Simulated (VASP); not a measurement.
# Al (Fm-3m) in VASP: further runs, part 2 of 2

VASP 6.6.1. Earlier steps stand in the parts before.

### Step 3. Single point, LDA (grid = ENCUT=500 dk=0.35 cell=2x2x2 ISMEAR=1 SIGMA=0.1 LREAL=Auto EDIFF=1e-06)

INCAR reads:

```
SYSTEM = Al7Cu
  PREC = Accurate
  ENCUT = 500
  EDIFF = 1E-6
  ISMEAR = 1
  SIGMA = 0.1
  LREAL = Auto
  LASPH = .TRUE.
  NELM = 120
  ALGO = Fast
  ISIF = 2
  LWAVE = .FALSE.
  LCHARG = .FALSE.
  GGA = CA
  NBANDS = 24
```

KPOINTS reads:

```
Automatic mesh
0
G
  4 4 4
  0 0 0
```

POSCAR reads:

```
Al7Cu
1.0
    0.0000000000      4.0496100000      4.0496100000
    4.0496100000      0.0000000000      4.0496100000
    4.0496100000      4.0496100000      0.0000000000
Cu Al
1 7
Direct
    0.0000000000      0.0000000000      0.0000000000
    0.0000000000      0.0000000000      0.5000000000
    0.0000000000      0.5000000000      0.0000000000
    0.0000000000      0.5000000000      0.5000000000
    0.5000000000      0.0000000000      0.0000000000
    0.5000000000      0.0000000000      0.5000000000
    0.5000000000      0.5000000000      0.0000000000
    0.5000000000      0.5000000000      0.5000000000
```

Potentials or basis: VASP PAW LDA potentials, release 64 (Cu, Al).

Started as:

```
$ cat potpaw_LDA.64/Cu/POTCAR potpaw_LDA.64/Al/POTCAR > POTCAR
$ mpirun -np 1 vasp_std > vasp.out
```

Run time: 24 s. Hardware: 1 thread of Intel Xeon 6975P-C (Granite Rapids), shared host; peak memory 0.19 GiB.

The run converged, but some of its settings lie outside the range that counts as converged, so its numbers aren't taken as properties of the crystal.

Results:

| Item | Value |
| --- | --- |
| Free energy | -33.5285 eV |
| Pressure | -7.7 GPa |
| Band gap on the k mesh | none (metal or under the smearing width) |

### Step 4. Single point, LDA (grid = ENCUT=600 dk=0.35 cell=2x2x2 ISMEAR=1 SIGMA=0.1 LREAL=Auto EDIFF=1e-06)

INCAR, as its differences from that of step 3:

```diff
@@ -2,3 +2,3 @@
   PREC = Accurate
-  ENCUT = 500
+  ENCUT = 600
   EDIFF = 1E-6
```

KPOINTS is that of step 3.

POSCAR is that of step 3.

Potentials or basis: VASP PAW LDA potentials, release 64 (Cu, Al).

Started as:

```
$ cat potpaw_LDA.64/Cu/POTCAR potpaw_LDA.64/Al/POTCAR > POTCAR
$ mpirun -np 1 vasp_std > vasp.out
```

OUTCAR:

```text
SYSTEM = Al7Cu
   PREC = Accurate
   ENCUT = 600
   EDIFF = 1E-6
   ISMEAR = 1
   LREAL = Auto
   LASPH = .TRUE.
   NELM = 120
   ISIF = 2
   GGA = CA

 Found      8 irreducible k-points:

 Following reciprocal coordinates:
            Coordinates               Weight
  0.000000  0.000000  0.000000      1.000000
  0.250000  0.000000  0.000000      8.000000
  0.500000  0.000000  0.000000      4.000000
  0.250000  0.250000  0.000000      6.000000
  0.500000  0.250000  0.000000     24.000000
 -0.250000  0.250000  0.000000     12.000000
   k-points           NKPTS =      8   k-points in BZ     NKDIM =      8   number of bands    NBANDS=     24
   number of dos      NEDOS =    301   number of ions     NIONS =      8
   total plane-waves  NPLWV = 110592
   dimension x,y,z NGX =    48 NGY =   48 NGZ =   48
   dimension x,y,z NGXF=    96 NGYF=   96 NGZF=   96
   ions per type =               1   7
   NGX,Y,Z   is equivalent  to a cutoff of  13.93, 13.93, 13.93 a.u.
   NGXF,Y,Z  is equivalent  to a cutoff of  27.87, 27.87, 27.87 a.u.
 SYSTEM =  Al7Cu
   PREC   = accura    normal or accurate (medium, high low for compatibility)
   ISTART =      0    job   : 0-new  1-cont  2-samecut
[... 67 lines left out ...]
      1      -3.3923      2.00000
      2       2.5873      2.00000
      3       2.5873      2.00000
      4       2.5873      2.00000
      5       2.8585      2.00000
      6       3.2364      2.00000
[... 151 lines left out ...]
     23      11.2451      0.00000
     24      11.6279      0.00000

 [... further k-points ...]

------------------------ aborting loop because EDIFF is reached ----------------------------------------

  FORCE on cell =-STRESS in cart. coord.  units (eV):
  Direction    XX          YY          ZZ          XY          YZ          ZX
  --------------------------------------------------------------------------------------
  -------------------------------------------------------------------------------------
  Total       -6.2873578     -6.2873578     -6.2873578      0.0000000     -0.0000000      0.0000000
  in kB      -75.8418927    -75.8418927    -75.8418927      0.0000000     -0.0000000      0.0000000
  external PRESSURE =     -75.8418927 kB  Pullay stress =       0.0000000 kB

 VOLUME and BASIS-vectors are now :
 -----------------------------------------------------------------------------
  energy-cutoff  :      600.00
  volume of cell :      132.82
      direct lattice vectors                 reciprocal lattice vectors
     0.000000000  4.049610000  4.049610000    -0.123468680  0.123468680  0.123468680
     4.049610000  0.000000000  4.049610000     0.123468680 -0.123468680  0.123468680
     4.049610000  4.049610000  0.000000000     0.123468680  0.123468680 -0.123468680

 POSITION                                       TOTAL-FORCE (eV/Angst)
 -----------------------------------------------------------------------------------
      0.00000      0.00000      0.00000        -0.000000      0.000000      0.000000
      2.02481      2.02481      0.00000         0.000000      0.000000      0.000000
      2.02481      0.00000      2.02481        -0.000000      0.000000      0.000000
      4.04961      2.02481      2.02481         0.000000     -0.000000     -0.000000
      0.00000      2.02481      2.02481         0.000000      0.000000      0.000000
      2.02481      4.04961      2.02481        -0.000000     -0.000000     -0.000000
      2.02481      2.02481      4.04961         0.000000     -0.000000     -0.000000
      4.04961      4.04961      4.04961        -0.000000      0.000000      0.000000
 -----------------------------------------------------------------------------------
    total drift:                                0.000000     -0.000000     -0.000000

  FREE ENERGIE OF THE ION-ELECTRON SYSTEM (eV)
  ---------------------------------------------------
  free  energy   TOTEN  =       -33.5281399681 eV

  energy  without entropy=      -33.5271955876  energy(sigma->0) =      -33.52782517
```

It took 34 s on 1 thread of Intel Xeon 6975P-C (Granite Rapids), shared host; peak memory 0.24 GiB.

These settings aren't checked as converged: the numbers below hold their error.

Results:

```
Free energy            : -33.5281 eV
Pressure               : -7.6 GPa
Band gap on the k mesh : none (metal or under the smearing width)
```

### Step 5. Relaxation of cell and atoms, SCAN

This run uses another cell than the first one: it holds 1 atom, not 8.

INCAR reads:

```
PREC = Accurate
ENCUT = 600
EDIFF = 1E-7
ISMEAR = -1
SIGMA = 0.05
LREAL = False
LASPH = True
NELM = 100
ALGO = Normal
ISIF = 3
LWAVE = False
LCHARG = False
METAGGA = SCAN
LMIXTAU = True
IBRION = 2
NSW = 60
EDIFFG = -0.01
```

KPOINTS reads:

```
Automatic mesh
0
Gamma
  11 11 11
```

POSCAR reads:

```
Al
1.0
    0.0000000000      2.0248050000      2.0248050000
    2.0248050000      0.0000000000      2.0248050000
    2.0248050000      2.0248050000      0.0000000000
Al
1
Direct
    0.0000000000      0.0000000000      0.0000000000
```

Potentials or basis: VASP PAW PBE potentials, release 64 (Al).

Started as:

```
$ cat potpaw_PBE.64/Al/POTCAR > POTCAR
$ mpirun -np 1 vasp_std > vasp.out
```

Wall time 49 s (1 thread of Intel Xeon Platinum 8488C (Sapphire Rapids), shared host); peak memory 0.13 GiB.

The run converged. Its results:

- Free energy: -7.7529 eV
- Relaxed volume: 16.11 Å³/atom
- Relaxed cell: a = 2.835 Å, b = 2.835 Å, c = 2.835 Å, α = 60.00°, β = 60.00°, γ = 60.00°
- Space group after relaxing (to 0.05 Å): Fm-3m (No. 225)
- Energy gained by relaxing: 3.6 meV/atom
- Ionic steps: 3
- Pressure after relaxing: 0.0 GPa
- Band gap on the k mesh: none (metal or under the smearing width)

The path:
```
step  energy change (eV)  largest force (eV/Å)  pressure (GPa)  volume (Å³)
   1              0.0000                0.0000           -2.24        16.60
   2             -0.0036                0.0000            0.28        16.05
   3             -0.0036                0.0000            0.01        16.11
```

Final structure:
```
Al
1.0
     0.00000    2.00438    2.00438
     2.00438    0.00000    2.00438
     2.00438    2.00438    0.00000
Al
1
Cartesian
  0.0000 0.0000 0.0000
```

Levels at points of the mesh, in eV from the Fermi level:
| k point | band 1 | band 2 | band 3 | band 4 | band 5 |
| --- | --- | --- | --- | --- | --- |
| (0.00, 0.00, 0.00) | -11.66 | 13.19 | 13.19 | 13.19 | 14.94 |

Caveat: the PAW data sets were made with another functional, which shifts forces and pressure a little.

### Step 6. Relaxation of cell and atoms, SCAN+D3

This run uses another cell than the first one: it holds 1 atom, not 8.

INCAR, as its differences from that of step 5:

```diff
@@ -14,2 +14,3 @@
 LMIXTAU = True
+IVDW = 11
 IBRION = 2
```

KPOINTS is that of step 5.

POSCAR is that of step 5.

Potentials or basis: VASP PAW PBE potentials, release 64 (Al).

Started as:

```
$ cat potpaw_PBE.64/Al/POTCAR > POTCAR
$ mpirun -np 1 vasp_std > vasp.out
```

OUTCAR:

```text
PREC = Accurate
   ENCUT = 600
   EDIFF = 1E-7
   ISMEAR = -1
   LREAL = False
   LASPH = True
   NELM = 100
   ISIF = 3
   METAGGA = SCAN
   IVDW = 11
   IBRION = 2
   NSW = 60
   EDIFFG = -0.01
 IVDW          = 11

 ion  position               nearest neighbor table
   1  0.000  0.000  0.000-

  LATTYP: Found a face centered cubic cell.
 ALAT       =     4.0496100000

  Lattice vectors:

 A1 = (   0.0000000000,   2.0248050000,   2.0248050000)
 A2 = (   2.0248050000,   0.0000000000,   2.0248050000)
 A3 = (   2.0248050000,   2.0248050000,   0.0000000000)

Analysis of symmetry for initial positions (statically):
=====================================================================
 Subroutine PRICEL returns:
 Original cell was already a primitive cell.

 Routine SETGRP: Setting up the symmetry group for a
[... 173 lines left out ...]
 E6    (eV) :    -0.0562
[... 73 lines left out ...]
--------------------------------------- Ionic step        3  -------------------------------------------

 number of electron       3.0000000 magnetization

 Free energy of the ion-electron system (eV)
  ---------------------------------------------------
  ext. energy  EPLUGINS =         0.00000000
  ---------------------------------------------------
  free energy    TOTEN  =        -7.75265912 eV

  energy without entropy =       -7.74921516  energy(sigma->0) =       -7.75093714

 E-fermi :   8.3244     XC(G=0): -10.7035

 val. band max:        8.2547360498   @ k =  -0.4545   0.3636   0.0000
 cond. band min:       8.3729828601   @ k =   0.4545   0.1818   0.0909
 fundamental gap:      0.1182468103
 Fermi energy:         8.3244241619

 k-point     1 :       0.0000    0.0000    0.0000
  band No.  band energies     occupation
      1      -3.3910      2.00000
      2      21.5700      0.00000
      3      21.5700      0.00000
      4      21.5700      0.00000
      5      23.3772      0.00000
[... 177 lines left out ...]
 k-point    24 :      -0.1818    0.1818    0.0000
  band No.  band energies     occupation
      1      -0.8854      2.00000
      2      12.3322      0.00000
      3      13.9514      0.00000
      4      20.8951      0.00000
      5      22.8987      0.00000

 [... further k-points ...]

------------------------ aborting loop because EDIFF is reached ----------------------------------------

 Edisp (eV)   -0.05838

 E6    (eV) :    -0.0584
[... 26 lines left out ...]
  FREE ENERGIE OF THE ION-ELECTRON SYSTEM (eV)
  ---------------------------------------------------
  free  energy   TOTEN  =        -7.8110394506 eV

  energy  without entropy=       -7.8075954940  energy(sigma->0) =       -7.80931747

 reached required accuracy - stopping structural energy minimisation
```

OSZICAR:

```text
N       E                     dE             d eps       ncg     rms          rms(c)
DAV:   1    -0.520648537347E+01   -0.52065E+01   -0.10240E+03   560   0.406E+02
DAV:   2    -0.796610540939E+01   -0.27596E+01   -0.26112E+01   720   0.345E+01
DAV:   3    -0.798891705400E+01   -0.22812E-01   -0.22809E-01   760   0.409E+00
[... 56 lines left out ...]
DAV:   5    -0.775269531372E+01   -0.25323E-04   -0.30307E-04   570   0.204E-01    0.943E-03
DAV:   6    -0.775266083704E+01    0.34477E-04   -0.13899E-04   560   0.156E-01    0.230E-03
DAV:   7    -0.775265918690E+01    0.16501E-05   -0.10785E-05   590   0.581E-02    0.363E-03
DAV:   8    -0.775265902590E+01    0.16100E-06   -0.11477E-06   570   0.178E-02    0.348E-03
DAV:   9    -0.775265911790E+01   -0.91996E-07   -0.33549E-08   415   0.299E-03
   3 F= -.78110395E+01 E0= -.78093175E+01  d E =-.558473E-02
```

It took 49 s on 1 thread of Intel Xeon Platinum 8488C (Sapphire Rapids), shared host; peak memory 0.15 GiB.

Results:

| Item | Value |
| --- | --- |
| Free energy | -7.8110 eV |
| Relaxed volume | 15.99 Å³/atom |
| Relaxed cell | a = 2.828 Å, b = 2.828 Å, c = 2.828 Å, α = 60.00°, β = 60.00°, γ = 60.00° |
| Space group after relaxing (to 0.05 Å) | Fm-3m (No. 225) |
| Energy gained by relaxing | 5.6 meV/atom |
| Ionic steps | 3 |
| Pressure after relaxing | 0.0 GPa |
| Band gap on the k mesh | none (metal or under the smearing width) |
| Dispersion energy per atom | -0.058 eV |

Step by step:
| step | energy change (eV) | largest force (eV/Å) | pressure (GPa) | volume (Å³) |
| --- | --- | --- | --- | --- |
| 1 | 0.0000 | 0.0000 | -2.78 | 16.60 |
| 2 | -0.0055 | 0.0000 | 0.38 | 15.92 |
| 3 | -0.0056 | 0.0000 | 0.01 | 15.99 |

Final structure:
```
Al
1.0
     0.00000    1.99956    1.99956
     1.99956    0.00000    1.99956
     1.99956    1.99956    0.00000
Al
1
Direct
  0.00000 0.00000 0.00000
```

Levels at points of the mesh, in eV from the Fermi level:
```
           k point  band 1  band 2  band 3  band 4
(0.00, 0.00, 0.00)  -11.72   13.25   13.25   13.25
```

Caveat: the PAW data sets were made with another functional, which shifts forces and pressure a little; pairwise dispersion overbinds metals, which lowers pressure and volume.

### Step 7. Comparison with measurements

Step 5. The cell as given is a measured one (16.60 Å³/atom); SCAN puts the equilibrium volume -3.0 % from it, thermal expansion not counted.

Step 6. The cell as given is a measured one (16.60 Å³/atom); SCAN+D3 puts the equilibrium volume -3.7 % from it, thermal expansion not counted.
